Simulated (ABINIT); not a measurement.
# BAs (F-43m) in ABINIT: notebook, part 2 of 2

ABINIT 10.8.3 (patched build). The steps go on from the part before.

## 4. Equation of state, LDA

File run.abi:

```
# Datasets: one volume each
ndtset 7
getwfk -1
scalecart1 3*0.9795861087
scalecart2 3*0.9864848297
scalecart3 3*0.9932883884
scalecart4 3*1.0000000000
scalecart5 3*1.0066227096
scalecart6 3*1.0131594038
scalecart7 3*1.0196128224

# Pseudopotentials
pp_dirpath "./"
pseudos "As.LDA_PW-JTH.xml, B.LDA_PW-JTH.xml"

# Structure
acell 3*1.0 Angstrom
rprim
     0.0000000000     2.3885000000     2.3885000000
     2.3885000000     0.0000000000     2.3885000000
     2.3885000000     2.3885000000     0.0000000000
ntypat 2
znucl 33 5
natom 2
typat 1 2
xred
     0.7500000000     0.7500000000     0.7500000000
     0.0000000000     0.0000000000     0.0000000000

# Plane-wave basis
ecut 10.0
pawecutdg 20.0

# k points
kptopt 1
ngkpt 10 10 10
nshiftk 1
shiftk 0.0 0.0 0.0

# Exchange and correlation
ixc 7

# Bands and occupations
nband 13
occopt 3
tsmear 0.05 eV

# SCF cycle
nstep 100
tolvrs 1.0e-9

# Output
iomode 3
prtwf 1
prtden 0
prteig 0
prtebands 0
```

Potentials or basis: JTH PAW LDA v2.0.

Launch:

```console
abinit run.abi > log 2>&1
```

Run time: 25 s. Hardware: 1 thread of Arm Neoverse V2, shared host; peak memory 0.11 GiB.

The run converged. Its results:

```
Equilibrium volume                      : 13.22 Å³/atom
Bulk modulus                            : 143 GPa
Pressure derivative of the bulk modulus : 3.9 (rough: it moves with the points fitted)
```

Energy against volume, from the lowest point:
```tsv
volume (Å³/atom)	energy (meV/atom)
12.809	5.69
13.081	0.30
13.354	0.00
13.626	5.00
13.899	13.78
14.171	26.60
14.444	43.16
```

Caveat: the cutoff is too short for stress, so the log's stress isn't used; pressures at fixed basis lie under the slope of the energies. LDA usually gives volumes a few per cent too small.

## 5. Band structure, PW91

File run.abi:

```
# Datasets: ground state, then fixed potential
ndtset 2

# Pseudopotentials
pp_dirpath "./"
pseudos "As.GGA_PBE-JTH_sp.xml, B.GGA_PBE-JTH.xml"

# Structure
acell 6.3832096775 6.3832096775 6.3832096775
rprim
     0.0000000000     0.7071067812     0.7071067812
     0.7071067812     0.0000000000     0.7071067812
     0.7071067812     0.7071067812     0.0000000000
ntypat 2
znucl 33 5
natom 2
typat 1 2
xred
     0.7500000000     0.7500000000     0.7500000000
     0.0000000000     0.0000000000     0.0000000000

# Plane-wave basis
ecut 15.0
pawecutdg 30.0

# Exchange and correlation
ixc -109134

# Bands and occupations
occopt 3
tsmear 0.05 eV

# SCF cycle
nstep 100

# Output
iomode 3
prtwf 0
prteig 0
prtebands 0
prtden1 1
prtvha1 1
prtvclmb1 1
prtpot1 1

# Dataset 1
kptopt1 1
ngkpt1 10 10 10
nshiftk1 1
shiftk1 0.0 0.0 0.0
nband1 8
tolvrs1 1.0e-9

# Dataset 2: bands along G-X-W-K-G-L-U-W-L-K
iscf2 -2
getden2 1
nband2 12
nbdbuf2 2
tolwfr2 1.0e-12
kptopt2 -9
ndivsm2 5
prteig2 1
prtvol2 -3
kptbounds2
     0.0000000000     0.0000000000     0.0000000000
     0.5000000000     0.0000000000     0.5000000000
     0.5000000000     0.2500000000     0.7500000000
     0.3750000000     0.3750000000     0.7500000000
     0.0000000000     0.0000000000     0.0000000000
     0.5000000000     0.5000000000     0.5000000000
     0.6250000000     0.2500000000     0.6250000000
     0.5000000000     0.2500000000     0.7500000000
     0.5000000000     0.5000000000     0.5000000000
     0.3750000000     0.3750000000     0.7500000000
```

Potentials or basis: JTH PAW PBE v2.0 sp.

Launch:

```console
abinit run.abi > log 2>&1
```

run.abo:

```text
.Version 10.8.3 of ABINIT
 DATASET    1 : space group F-4 3 m (#216); Bravais cF (face-center cubic)
================================================================================
 Values of the parameters that define the memory need for DATASET  1.
     intxc =       0    ionmov =       0      iscf =      17    lmnmax =       8
     lnmax =       4     mgfft =      24  mpssoang =       2    mqgrid =    3001
     natom =       2  nloc_mem =       2    nspden =       1   nspinor =       1
    nsppol =       1      nsym =      24    n1xccc =       1    ntypat =       2
    occopt =       3   xclevel =       2
       mpw =         532          nfft =       13824          nkpt =          47
 PAW method is used; the additional fine FFT grid is defined by:
   mgfftf=        32    nfftf =     32768
================================================================================
================================================================================

 DATASET    2 : space group F-4 3 m (#216); Bravais cF (face-center cubic)
================================================================================
 Values of the parameters that define the memory need for DATASET  2.
     intxc =       0    ionmov =       0      iscf =      -2    lmnmax =       8
     lnmax =       4     mgfft =      24  mpssoang =       2    mqgrid =    3001
     natom =       2  nloc_mem =       2    nspden =       1   nspinor =       1
[... 802 lines left out ...]
  -0.45503    0.02804    0.04324    0.04324    0.18577    0.28641    0.28641    0.30664
   0.46751    0.51227    0.61121    0.67481
 kpt#   6, nband= 12, wtk=  1.00000, kpt=  0.1786  0.0000  0.1786 (reduced coord)
  -0.44593    0.00087    0.02622    0.02622    0.17534    0.30222    0.31348    0.31348
[... 230 lines left out ...]
  -0.34716   -0.21073   -0.07356   -0.00389    0.20317    0.32823    0.34826    0.41773
   0.51273    0.59804    0.66236    0.72827
 kpt#  84, nband= 12, wtk=  1.00000, kpt=  0.4167  0.4167  0.6667 (reduced coord)
  -0.33951   -0.20538   -0.09686   -0.01267    0.19330    0.35086    0.37381    0.40354
   0.50146    0.59089    0.68990    0.74448
 kpt#  85, nband= 12, wtk=  1.00000, kpt=  0.4028  0.4028  0.6944 (reduced coord)
  -0.33158   -0.20176   -0.11478   -0.02065    0.18432    0.34797    0.39898    0.41269
   0.49236    0.58834    0.70879    0.77102
 kpt#  86, nband= 12, wtk=  1.00000, kpt=  0.3889  0.3889  0.7222 (reduced coord)
  -0.32449   -0.20175   -0.12403   -0.02747    0.17682    0.32642    0.42125    0.43822
   0.48621    0.59246    0.71632    0.80310
 kpt#  87, nband= 12, wtk=  1.00000, kpt=  0.3750  0.3750  0.7500 (reduced coord)
  -0.32012   -0.20454   -0.12344   -0.03288    0.17106    0.30199    0.43796    0.45660
   0.49078    0.60533    0.71678    0.82341

== END DATASET(S) ==============================================================
================================================================================

 -outvars: echo values of variables after computation  --------
            acell      6.3832096775E+00  6.3832096775E+00  6.3832096775E+00 Bohr
           etotal1    -9.3132481041E+00
            fcart1     9.3212691615E-31  9.3212691615E-31 -2.7963807485E-30
                      -9.3212691615E-31 -9.3212691615E-31  2.7963807485E-30
            rprim      0.0000000000E+00  7.0710678120E-01  7.0710678120E-01
                       7.0710678120E-01  0.0000000000E+00  7.0710678120E-01
                       7.0710678120E-01  7.0710678120E-01  0.0000000000E+00
           strten1    -1.1331223006E-04 -1.1331223006E-04 -1.1331223006E-04
                       0.0000000000E+00  0.0000000000E+00  0.0000000000E+00
           xangst      3.5827499977E+00  3.5827499977E+00  3.5827499977E+00
                       0.0000000000E+00  0.0000000000E+00  0.0000000000E+00
             xred      7.5000000000E-01  7.5000000000E-01  7.5000000000E-01
                       0.0000000000E+00  0.0000000000E+00  0.0000000000E+00
 Calculation completed.
```

It took 16 s on 1 thread of Arm Neoverse V2, shared host; peak memory 0.11 GiB.

Results:

* Free energy: -253.4264 eV
* Pressure: 3.3 GPa
* Band gap on the k mesh: 1.21 eV, indirect (least direct gap 3.33 eV)
* Band gap along the path: 1.21 eV, indirect (least direct gap 3.33 eV)
* Valence electrons inside the program's atomic spheres: As 2.85; B 1.78

Levels at the corners of the path, in eV from the valence-band top:
| point | band 1 | band 2 | band 3 | band 4 | band 5 | band 6 | band 7 | band 8 |
| --- | --- | --- | --- | --- | --- | --- | --- | --- |
| Γ | -15.40 | 0.00 | 0.00 | 0.00 | 3.33 | 3.33 | 3.33 | 4.73 |
| X | -11.24 | -8.51 | -4.05 | -4.05 | 1.47 | 1.47 | 11.47 | 11.47 |
| W | -11.08 | -8.05 | -5.46 | -5.18 | 5.37 | 6.04 | 6.89 | 7.14 |
| K | -11.28 | -8.14 | -5.93 | -3.47 | 2.08 | 5.65 | 9.35 | 9.85 |
| Γ | -15.40 | 0.00 | 0.00 | 0.00 | 3.33 | 3.33 | 3.33 | 4.73 |
| L | -12.55 | -8.76 | -1.81 | -1.81 | 2.72 | 4.86 | 4.86 | 9.07 |
| U | -11.28 | -8.14 | -5.93 | -3.47 | 2.08 | 5.65 | 9.35 | 9.85 |
| W | -11.08 | -8.05 | -5.46 | -5.18 | 5.37 | 6.04 | 6.89 | 7.14 |
| L | -12.55 | -8.76 | -1.81 | -1.81 | 2.72 | 4.86 | 4.86 | 9.07 |
| K | -11.28 | -8.14 | -5.93 | -3.47 | 2.08 | 5.65 | 9.35 | 9.85 |

Caveat: the PAW data sets were made with another functional, which shifts forces and pressure a little; this set keeps more shells in the core, which shifts pressures and gaps.

## 6. Overview

| task | level | potentials or basis | cutoff (eV) | fine-grid cutoff | gap on the mesh (eV) | pressure (GPa) |
| --- | --- | --- | --- | --- | --- | --- |
| band structure | LDA | PseudoDojo NC SR LDA v0.4.1 standard | 1088 | - | 1.14 | -4.2 |
| band structure | SCAN | JTH PAW PBE v2.0 | 490 | 979.61 eV | 1.41 | -0.7 |
| equation of state | LDA | JTH PAW LDA v2.0 | 272 | 544.228 eV | - | - |
| band structure | PW91 | JTH PAW PBE v2.0 sp | 408 | 816.342 eV | 1.21 | 3.3 |

Alike in all rows: no spin polarisation; cell as given; k mesh 10 × 10 × 10; smearing fermi-dirac 0.05 eV.

Caveats: the PAW data sets were made with another functional, which shifts forces and pressure a little (some runs); totals of a meta-GGA on PAW files have another zero than those of a GGA (some runs); pressures at fixed basis lie under the slope of the energies (some runs); this set keeps more shells in the core, which shifts pressures and gaps (some runs).

Total energies depend on the potentials used, so only differences within one code and one set of settings carry meaning.

## 7. Comparison with measurements

Step 4. A measured bulk modulus of BAs is 148 GPa (quoted in “Basic Physical Properties of Cubic Boron Arsenide”, 2019, arxiv:1911.11281); the calculated 143 GPa misses it by -3.3 %. The fit is for a static lattice scaled at fixed shape and fixed fractional positions.
